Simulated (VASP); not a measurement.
# TiTe (P6_3/mmc) in VASP: further runs

The runs below take TiTe through single point, with PBEsol.

Program: VASP 6.6.1. These are calculated values, not measurements. Logs are shortened: lines on timing, memory, paths and dates and some standing lists are left out, and cuts for length are marked.

## (1) The structure

The structure is hexagonal, space group P6_3/mmc (No. 194). Conventional cell: a = 3.842 Å, b = 3.842 Å, c = 6.403 Å, α = 90.00°, β = 90.00°, γ = 120.00°. Around Te (site symmetry -6m2) lie 6 Ti at 2.74 Å. Ti (site symmetry -3m) has 6 Te at 2.74 Å as nearest neighbours.

## (2) Single point, PBEsol

The input, INCAR:

```
PREC = Accurate
ENCUT = 450
EDIFF = 1E-6
ISMEAR = -5
SIGMA = 0.05
LREAL = F
LASPH = T
NELM = 100
ALGO = Normal
ISIF = 2
LWAVE = F
LCHARG = F
GGA = PS
NBANDS = 26
ADDGRID = F
```

The input, KPOINTS:

```
regular mesh
0
Gamma
  7 7 4
```

The input, POSCAR:

```
TiTe
1.0
    3.8420000000      0.0000000000      0.0000000000
   -1.9210000000      3.3272696013      0.0000000000
    0.0000000000      0.0000000000      6.4030000000
Te Ti
2 2
Direct
    0.6666666667      0.3333333333      0.7500000000
    0.3333333333      0.6666666667      0.2500000000
    0.0000000000      0.0000000000      0.5000000000
    0.0000000000      0.0000000000      0.0000000000
```

Potentials or basis: VASP PAW PBE potentials, release 64 (Te, Ti_sv).

Launch:

```sh
$ cat potpaw_PBE.64/Te/POTCAR potpaw_PBE.64/Ti_sv/POTCAR > POTCAR
$ mpirun -np 1 vasp_std > vasp.out
```

OUTCAR:

```text
PREC = Accurate
   ENCUT = 450
   EDIFF = 1E-6
   ISMEAR = -5
   LREAL = F
   LASPH = T
   NELM = 100
   ISIF = 2
   GGA = PS

 Found     24 irreducible k-points:

 Following reciprocal coordinates:
            Coordinates               Weight
  0.000000  0.000000  0.000000      1.000000
  0.142857  0.000000  0.000000      6.000000
  0.285714  0.000000  0.000000      6.000000
  0.428571  0.000000  0.000000      6.000000
  0.142857  0.142857  0.000000      6.000000
  0.285714  0.142857  0.000000     12.000000
   k-points           NKPTS =     24   k-points in BZ     NKDIM =     24   number of bands    NBANDS=     26
   number of dos      NEDOS =    301   number of ions     NIONS =      4
   total plane-waves  NPLWV =  37632
   dimension x,y,z NGX =    28 NGY =   28 NGZ =   48
   dimension x,y,z NGXF=    56 NGYF=   56 NGZF=   96
   ions per type =               2   2
   NGX,Y,Z   is equivalent  to a cutoff of  12.12, 12.12, 12.46 a.u.
   NGXF,Y,Z  is equivalent  to a cutoff of  24.23, 24.23, 24.93 a.u.
 SYSTEM =  unknown system
   PREC   = accura    normal or accurate (medium, high low for compatibility)
   ISTART =      0    job   : 0-new  1-cont  2-samecut
   ICHARG =      2    charge: 1-file 2-atom 10-const
   ISPIN  =      1    spin polarized calculation?
   LNONCOLLINEAR =      F non collinear calculations
   LSORBIT =      F    spin-orbit coupling
   LASPH  =      T    aspherical Exc in radial PAW
   ENCUT  =  450.0 eV  33.07 Ry    5.75 a.u.   6.65  6.65 11.08*2*pi/ulx,y,z
   NELM   =    100;   NELMIN=  2; NELMDL= -5     # of ELM steps
   EDIFF  = 0.1E-05   stopping-criterion for ELM
   LREAL  =      F    real-space projection
   EDIFFG = 0.1E-04   stopping-criterion for IOM
   NSW    =      0    number of steps for IOM
   IBRION =     -1    ionic relax: 0-MD 1-quasi-New 2-CG
   NFREE  =      0    steps in history (QN), initial steepest desc. (CG)
   ISIF   =      2    stress and relaxation
   ISYM   =      2    0-nonsym 1-usesym 2-fastsym
   POTIM  = 0.5000    time-step for ionic-motion
   TEBEG  =    0.0;   TEEND  =   0.0 temperature during run
   PSTRESS=    0.0 pullay stress
   NELECT =      36.0000    total number of electrons
   NUPDOWN=      -1.0000    fix difference up-down
   EMIN   =  10.00;   EMAX   =-10.00  energy-range for DOS
   EFERMI =   0.00;   METHOD = LEGACY
   ISMEAR =    -5;   SIGMA  =   0.05  broadening in eV -4-tet -1-fermi 0-gaus
   EFERMI_NEDOS =   21; number of points for ismear=-14 and -15
   IALGO  =     38    algorithm
   IMIX   =      4    mixing-type and parameters
     AMIX     =   0.40;   BMIX     =  1.00
     AMIX_MAG =   1.60;   BMIX_MAG =  1.00
  volume/ion in A,a.u.               =      20.46       138.09
  Fermi-wavevector in a.u.,A,eV,Ry     =   1.244991  2.352691 21.089049  1.550001
  Thomas-Fermi vector in A             =   2.379233
   LORBIT       =      0    0 simple, 1 ext, 2 COOP (PROOUT), +10 PAW based schemes
   GGA     = PS    functional components
   LHFCALC =     F    Hartree Fock is set to
   AEXX    =    0.0000 exact exchange contribution
   IVDW    =     0    specifies the selected vdW correction
   LEPSILON=     F    determine dielectric tensor
   LRPA    =     F    only Hartree local field effects (RPA)
 non-spin polarized calculation
 Fermi weights with tetrahedron method with Bloechl corrections
  energy-cutoff  :      450.00
  volume of cell :       81.85
 maximum number of plane-waves:      1798
 NGX is ok and might be reduce to    28
   NGX = 13   NGY = 13   NGZ = 23

 number of electron      36.0000000 magnetization

 Free energy of the ion-electron system (eV)
  ---------------------------------------------------
  ext. energy  EPLUGINS =         0.00000000
  ---------------------------------------------------
  free energy    TOTEN  =       -26.19684142 eV

  energy without entropy =      -26.19684142  energy(sigma->0) =      -26.19684142

 E-fermi :  10.1075     XC(G=0): -11.1618

 val. band max:       10.1546138423   @ k =   0.1429   0.1429   0.0000
 cond. band min:      10.0232568780   @ k =   0.1429   0.1429   0.5000
 fundamental gap:     -0.1313569643
 Fermi energy:        10.1075010804

 k-point     1 :       0.0000    0.0000    0.0000
  band No.  band energies     occupation
      1     -46.9836      2.00000
      2     -46.9690      2.00000
      3     -23.4369      2.00000
      4     -23.4369      2.00000
      5     -23.4186      2.00000
      6     -23.4186      2.00000
[... 18 lines left out ...]
     25      13.0060      0.00000
     26      14.2398      0.00000

 k-point     2 :       0.1429    0.0000    0.0000
  band No.  band energies     occupation
      1     -46.9830      2.00000
      2     -46.9685      2.00000
      3     -23.4460      2.00000
      4     -23.4391      2.00000
      5     -23.4259      2.00000
      6     -23.4201      2.00000
[... 18 lines left out ...]
     25      12.8164      0.00000
     26      13.6819      0.00000

 k-point     3 :       0.2857    0.0000    0.0000
  band No.  band energies     occupation
      1     -46.9817      2.00000
      2     -46.9674      2.00000
      3     -23.4665      2.00000
      4     -23.4440      2.00000
      5     -23.4422      2.00000
      6     -23.4233      2.00000
[... 18 lines left out ...]
     25      12.7955      0.00000
     26      13.7242      0.00000

 k-point     4 :       0.4286    0.0000    0.0000
  band No.  band energies     occupation
      1     -46.9807      2.00000
      2     -46.9664      2.00000
      3     -23.4828      2.00000
      4     -23.4553      2.00000
      5     -23.4479      2.00000
      6     -23.4259      2.00000
[... 18 lines left out ...]
     25      13.1413      0.00000
     26      13.7281      0.00000

 k-point     5 :       0.1429    0.1429    0.0000
  band No.  band energies     occupation
      1     -46.9821      2.00000
      2     -46.9677      2.00000
      3     -23.4595      2.00000
      4     -23.4439      2.00000
      5     -23.4366      2.00000
      6     -23.4235      2.00000
[... 18 lines left out ...]
     25      12.4874      0.00000
     26      12.8651      0.00000

 k-point     6 :       0.2857    0.1429    0.0000
  band No.  band energies     occupation
      1     -46.9809      2.00000
      2     -46.9666      2.00000
      3     -23.4752      2.00000
      4     -23.4509      2.00000
      5     -23.4491      2.00000
      6     -23.4286      2.00000
[... 18 lines left out ...]
     25      13.0228      0.00000
     26      13.0285      0.00000

 [... further k-points ...]

------------------------ aborting loop because EDIFF is reached ----------------------------------------

  FORCE on cell =-STRESS in cart. coord.  units (eV):
  Direction    XX          YY          ZZ          XY          YZ          ZX
  --------------------------------------------------------------------------------------
  -------------------------------------------------------------------------------------
  Total        0.6201870      0.6201870      3.9615793      0.0000000      0.0000000      0.0000000
  in kB       12.1396008     12.1396008     77.5443367      0.0000000      0.0000000      0.0000000
  external PRESSURE =      33.9411795 kB  Pullay stress =       0.0000000 kB

 VOLUME and BASIS-vectors are now :
 -----------------------------------------------------------------------------
  energy-cutoff  :      450.00
  volume of cell :       81.85
      direct lattice vectors                 reciprocal lattice vectors
     3.842000000  0.000000000  0.000000000     0.260281104  0.150273365  0.000000000
    -1.921000000  3.327269601  0.000000000     0.000000000  0.300546730  0.000000000
     0.000000000  0.000000000  6.403000000     0.000000000  0.000000000  0.156176792

 POSITION                                       TOTAL-FORCE (eV/Angst)
 -----------------------------------------------------------------------------------
      1.92100      1.10909      4.80225        -0.000000      0.000000      0.000000
     -0.00000      2.21818      1.60075         0.000000      0.000000      0.000000
      0.00000      0.00000      3.20150        -0.000000      0.000000      0.000000
      0.00000      0.00000      0.00000        -0.000000      0.000000      0.000000
 -----------------------------------------------------------------------------------
    total drift:                                0.000000     -0.000000      0.000000

  FREE ENERGIE OF THE ION-ELECTRON SYSTEM (eV)
  ---------------------------------------------------
  free  energy   TOTEN  =       -26.1968414218 eV

  energy  without entropy=      -26.1968414218  energy(sigma->0) =      -26.19684142
```

It took 21 s on 1 thread of Intel Xeon 6975P-C (Granite Rapids), shared host; peak memory 0.2 GiB.

These settings aren't checked as converged: the numbers below hold their error.

What came out:

* Free energy: -26.1968 eV
* Pressure: 3.4 GPa
* Band gap on the k mesh: none (metal or under the smearing width)

Caveat: the PAW data sets were made with another functional, which shifts forces and pressure a little; tetrahedron occupations give inexact forces and stress in metals.

## (3) Single point, PBEsol

Changes to INCAR since step 2:

```diff
@@ -1,5 +1,5 @@
 PREC = Accurate
-ENCUT = 450
+ENCUT = 900
 EDIFF = 1E-6
-ISMEAR = -5
+ISMEAR = 0
 SIGMA = 0.05
```

The input, KPOINTS:

```
regular mesh
0
Gamma
  5 5 3
```

POSCAR is that of step 2.

Potentials or basis: VASP PAW PBE potentials, release 64 (Te, Ti_sv).

Launch:

```sh
$ cat potpaw_PBE.64/Te/POTCAR potpaw_PBE.64/Ti_sv/POTCAR > POTCAR
$ mpirun -np 1 vasp_std > vasp.out
```

OUTCAR:

```text
PREC = Accurate
   ENCUT = 900
   EDIFF = 1E-6
   ISMEAR = 0
   LREAL = F
   LASPH = T
   NELM = 100
   ISIF = 2
   GGA = PS

 Found     10 irreducible k-points:

 Following reciprocal coordinates:
            Coordinates               Weight
  0.000000  0.000000  0.000000      1.000000
  0.200000  0.000000  0.000000      6.000000
  0.400000  0.000000  0.000000      6.000000
  0.200000  0.200000  0.000000      6.000000
  0.400000  0.200000  0.000000      6.000000
  0.000000  0.000000  0.333333      2.000000
   k-points           NKPTS =     10   k-points in BZ     NKDIM =     10   number of bands    NBANDS=     26
   number of dos      NEDOS =    301   number of ions     NIONS =      4
   total plane-waves  NPLWV = 102400
   dimension x,y,z NGX =    40 NGY =   40 NGZ =   64
   dimension x,y,z NGXF=    80 NGYF=   80 NGZF=  128
   ions per type =               2   2
   NGX,Y,Z   is equivalent  to a cutoff of  17.31, 17.31, 16.62 a.u.
   NGXF,Y,Z  is equivalent  to a cutoff of  34.62, 34.62, 33.23 a.u.
 SYSTEM =  unknown system
   PREC   = accura    normal or accurate (medium, high low for compatibility)
   ISTART =      0    job   : 0-new  1-cont  2-samecut
   ICHARG =      2    charge: 1-file 2-atom 10-const
   ISPIN  =      1    spin polarized calculation?
   LNONCOLLINEAR =      F non collinear calculations
   LSORBIT =      F    spin-orbit coupling
   LASPH  =      T    aspherical Exc in radial PAW
   ENCUT  =  900.0 eV  66.15 Ry    8.13 a.u.   9.40  9.40 15.66*2*pi/ulx,y,z
   NELM   =    100;   NELMIN=  2; NELMDL= -5     # of ELM steps
   EDIFF  = 0.1E-05   stopping-criterion for ELM
   LREAL  =      F    real-space projection
   EDIFFG = 0.1E-04   stopping-criterion for IOM
   NSW    =      0    number of steps for IOM
   IBRION =     -1    ionic relax: 0-MD 1-quasi-New 2-CG
   NFREE  =      0    steps in history (QN), initial steepest desc. (CG)
   ISIF   =      2    stress and relaxation
   ISYM   =      2    0-nonsym 1-usesym 2-fastsym
   POTIM  = 0.5000    time-step for ionic-motion
   TEBEG  =    0.0;   TEEND  =   0.0 temperature during run
   PSTRESS=    0.0 pullay stress
   NELECT =      36.0000    total number of electrons
   NUPDOWN=      -1.0000    fix difference up-down
   EMIN   =  10.00;   EMAX   =-10.00  energy-range for DOS
   EFERMI =   0.00;   METHOD = LEGACY
   ISMEAR =     0;   SIGMA  =   0.05  broadening in eV -4-tet -1-fermi 0-gaus
   EFERMI_NEDOS =   21; number of points for ismear=-14 and -15
   IALGO  =     38    algorithm
   IMIX   =      4    mixing-type and parameters
     AMIX     =   0.40;   BMIX     =  1.00
     AMIX_MAG =   1.60;   BMIX_MAG =  1.00
  volume/ion in A,a.u.               =      20.46       138.09
  Fermi-wavevector in a.u.,A,eV,Ry     =   1.244991  2.352691 21.089049  1.550001
  Thomas-Fermi vector in A             =   2.379233
   LORBIT       =      0    0 simple, 1 ext, 2 COOP (PROOUT), +10 PAW based schemes
   GGA     = PS    functional components
   LHFCALC =     F    Hartree Fock is set to
   AEXX    =    0.0000 exact exchange contribution
   IVDW    =     0    specifies the selected vdW correction
   LEPSILON=     F    determine dielectric tensor
   LRPA    =     F    only Hartree local field effects (RPA)
 non-spin polarized calculation
 Gauss-broadening in eV      SIGMA  =   0.05
  energy-cutoff  :      900.00
  volume of cell :       81.85
 maximum number of plane-waves:      5038
 NGX is ok and might be reduce to    40
   NGX = 19   NGY = 19   NGZ = 31

 number of electron      35.9999999 magnetization

 Free energy of the ion-electron system (eV)
  ---------------------------------------------------
  ext. energy  EPLUGINS =         0.00000000
  ---------------------------------------------------
  free energy    TOTEN  =       -26.23450021 eV

  energy without entropy =      -26.23074511  energy(sigma->0) =      -26.23262266

 E-fermi :  10.0473     XC(G=0): -11.1603

 val. band max:        9.9955226829   @ k =   0.2000   0.0000   0.0000
 cond. band min:      10.0918266498   @ k =   0.2000   0.2000   0.3333
 fundamental gap:      0.0963039668
 Fermi energy:        10.0473061556

 k-point     1 :       0.0000    0.0000    0.0000
  band No.  band energies     occupation
      1     -46.9899      2.00000
      2     -46.9754      2.00000
      3     -23.4434      2.00000
      4     -23.4294      2.00000
      5     -23.4294      2.00000
      6     -23.4111      2.00000
[... 18 lines left out ...]
     25      13.0064      0.00000
     26      14.2163      0.00000
[... 122 lines left out ...]
      4     -23.4248      2.00000
      5     -23.4157      2.00000
      6     -23.4157      2.00000
[... 18 lines left out ...]
     25      13.4736      0.00000
     26      13.4737      0.00000

 [... further k-points ...]

------------------------ aborting loop because EDIFF is reached ----------------------------------------

  FORCE on cell =-STRESS in cart. coord.  units (eV):
  Direction    XX          YY          ZZ          XY          YZ          ZX
  --------------------------------------------------------------------------------------
  -------------------------------------------------------------------------------------
  Total        1.2432713      1.2432713      2.9197823      0.0000000      0.0000000      0.0000000
  in kB       24.3359133     24.3359133     57.1521004      0.0000000      0.0000000      0.0000000
  external PRESSURE =      35.2746423 kB  Pullay stress =       0.0000000 kB

 VOLUME and BASIS-vectors are now :
 -----------------------------------------------------------------------------
  energy-cutoff  :      900.00
  volume of cell :       81.85
      direct lattice vectors                 reciprocal lattice vectors
     3.842000000  0.000000000  0.000000000     0.260281104  0.150273365  0.000000000
    -1.921000000  3.327269601  0.000000000     0.000000000  0.300546730  0.000000000
     0.000000000  0.000000000  6.403000000     0.000000000  0.000000000  0.156176792

 POSITION                                       TOTAL-FORCE (eV/Angst)
 -----------------------------------------------------------------------------------
      1.92100      1.10909      4.80225        -0.000000     -0.000000      0.000000
     -0.00000      2.21818      1.60075         0.000000      0.000000      0.000000
      0.00000      0.00000      3.20150         0.000000      0.000000      0.000000
      0.00000      0.00000      0.00000        -0.000000      0.000000      0.000000
 -----------------------------------------------------------------------------------
    total drift:                                0.000000     -0.000000      0.000000

  FREE ENERGIE OF THE ION-ELECTRON SYSTEM (eV)
  ---------------------------------------------------
  free  energy   TOTEN  =       -26.2345002066 eV

  energy  without entropy=      -26.2307451133  energy(sigma->0) =      -26.23262266
```

OSZICAR:

```text
N       E                     dE             d eps       ncg     rms          rms(c)
DAV:   1     0.454413191934E+03    0.45441E+03   -0.23179E+04   520   0.215E+03
DAV:   2     0.213438933908E+02   -0.43307E+03   -0.42293E+03   522   0.529E+02
DAV:   3    -0.248605955561E+02   -0.46204E+02   -0.45172E+02   868   0.142E+02
DAV:   4    -0.284189347221E+02   -0.35583E+01   -0.35298E+01   788   0.336E+01
DAV:   5    -0.285749013118E+02   -0.15597E+00   -0.15459E+00   726   0.560E+00    0.146E+01
DAV:   6    -0.264298472618E+02    0.21451E+01   -0.17113E+01   686   0.322E+01    0.534E+00
DAV:   7    -0.262608174450E+02    0.16903E+00   -0.18321E+00   638   0.116E+01    0.372E+00
DAV:   8    -0.262336894031E+02    0.27128E-01   -0.13565E-01   650   0.258E+00    0.492E-01
DAV:   9    -0.262341733401E+02   -0.48394E-03   -0.10590E-02   764   0.652E-01    0.366E-01
DAV:  10    -0.262345570524E+02   -0.38371E-03   -0.19011E-03   732   0.396E-01    0.904E-02
DAV:  11    -0.262344992945E+02    0.57758E-04   -0.39080E-04   732   0.175E-01    0.330E-02
DAV:  12    -0.262345009578E+02   -0.16633E-05   -0.15814E-05   714   0.285E-02    0.185E-02
DAV:  13    -0.262345002066E+02    0.75116E-06   -0.74606E-06   638   0.210E-02
   1 F= -.26234500E+02 E0= -.26232623E+02  d E =-.375509E-02
```

stdout:

```text
POSCAR found type information on POSCAR TeTi
 POSCAR found :  2 types and       4 ions
 scaLAPACK will be used
 -----------------------------------------------------------------------------
|                                                                             |
|                                                                             |
|     You enforced a specific xc type in the INCAR file but a different       |
|     I HOPE YOU KNOW WHAT YOU ARE DOING!                                     |
|                                                                             |
 -----------------------------------------------------------------------------

 LDA part: xc-table for (Slater+PW92), standard interpolation
 POSCAR, INCAR and KPOINTS ok, starting setup
 FFT: planning ... GRIDC
 FFT: planning ... GRID_SOFT
 FFT: planning ... GRID
 WAVECAR not read
 entering main loop
```

Wall time 25 s (1 thread of Intel Xeon 6975P-C (Granite Rapids), shared host); peak memory 0.32 GiB.

The run converged, but some of its settings lie outside the range that counts as converged, so its numbers aren't taken as properties of the crystal.

Results:

```yaml
Free_energy: -26.2345 eV
Pressure: 3.5 GPa
Band_gap_on_the_k_mesh: none (metal or under the smearing width)
```

Caveat: the k mesh is coarse (spacing up to 0.38 Å⁻¹), so the values aren't converged; the PAW data sets were made with another functional, which shifts forces and pressure a little.

## (4) The reference run

An earlier run on the cell as given: functional PBEsol; potentials or basis VASP PAW PBE potentials, release 64 (Te, Ti_sv); cutoff 520 eV; k mesh 8 × 8 × 4; occupations fermi-dirac, width 0.05 eV; no spin polarisation.

- Pressure: 3.5 GPa
- Band gap on the k mesh: none (metal or under the smearing width)
